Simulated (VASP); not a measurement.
A run of VASP 6.6.1 is set up as follows.

The input INCAR:

```
SYSTEM = Li
ALGO = Fast ; DIPOL = 0.5 0.5 0.293
EDIFF = 1E-6 ; ENCUT = 520
GGA = PE ; IDIPOL = 3
ISIF = 2 ; ISMEAR = 0
LASPH = .True. ; LCHARG = .False.
LDIPOL = .True. ; LREAL = .False.
LWAVE = .False. ; NBANDS = 10
NELM = 100 ; PREC = Accurate
SIGMA = 0.1
```

File KPOINTS:

```
k-points
0
Gamma
  18 18 1
  0 0 0
```

The input POSCAR:

```
Li
1.0
    2.9459160318      0.0000000000      0.0000000000
    0.0000000000      2.9459160318      0.0000000000
    0.0000000000      0.0000000000     27.3000000000
Li
2
Direct
    0.0000000000      0.5000000000      0.2524404821
    0.5000000000      0.0000000000      0.3336401040
```

Potentials or basis: VASP PAW PBE potentials, release 64 (Li_sv).

Launch:

```bash
$ cat potpaw_PBE.64/Li_sv/POTCAR > POTCAR
$ mpirun -np 1 vasp_std > vasp.out
```

Problem. Estimate the largest force.

Solution. 0.037 eV/Å.

Problem. Predict the band gap on the k mesh.

Solution. None (metal or under the smearing width).

Forces in eV/Å, atoms in the order of the input:
```
Li   0.000  0.000  0.037
Li   0.000  0.000 -0.037
```
